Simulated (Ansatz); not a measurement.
A 2-atom cell of RbBr started from a crystallographic database, relaxed with r2SCAN: 4 runs in Ansatz 0.2.0, each a calculation of independent-particle optics. The symmetry is Fm-3m (No. 225, cubic); a = 6.922 Å in the conventional setting, 41.45 Å³ an atom. Around Rb lie 6 Br at 3.46 Å; around Br lie 6 Rb at 3.46 Å. The values are computed, spin-unpolarised, and not measurements.

```yaml
crystal:
  lattice:
    - [0.00000, 3.46083, 3.46083]
    - [3.46083, 0.00000, 3.46083]
    - [3.46083, 3.46083, 0.00000]
  atoms:
    - { symbol: Rb, position: [0.00000, 0.00000, 0.00000] }
    - { symbol: Br, position: [0.50000, 0.50000, 0.50000] }
```

On meshes this coarse, single peaks can be features of the mesh. No local fields, no excitons; the zone sum runs over the cells of the mesh, and ε∞ includes the bands left out of the spectrum. Up to four peaks are listed, those above 15 % of the tallest and inside the complete range; the four can differ from row to row. Rows marked drawn have settings drawn at random (some not listed).

```
functional  k mesh  broadening (eV)    scissors (eV)  range (eV)  settings  direct gap on the mesh before scissors (eV)  ε∞ xx  ε∞ yy  ε∞ zz  complete up to (eV)  tallest peaks of mean ε₂ (eV)
       PBE   6×6×6              0.1             0.00        0–19    chosen                                         4.29   2.78   2.78   2.78                 19.0           7.10 8.75 9.10 17.60
    r2SCAN   6×6×6              0.1             0.00        0–19    chosen                                         4.89   2.60   2.60   2.60                 19.0          7.60 9.85 15.10 18.55
       PBE   6×6×6              0.1  1.15 (to HSE06)        0–19    chosen                                         4.29   2.58   2.58   2.58                 19.0          8.25 9.90 10.25 18.75
       PBE   4×4×4             0.03             2.50      0.5–30     drawn                                         4.29   2.40   2.40   2.40                 30.0         9.60 11.20 11.60 12.20
```

Spin-orbit coupling is left out.
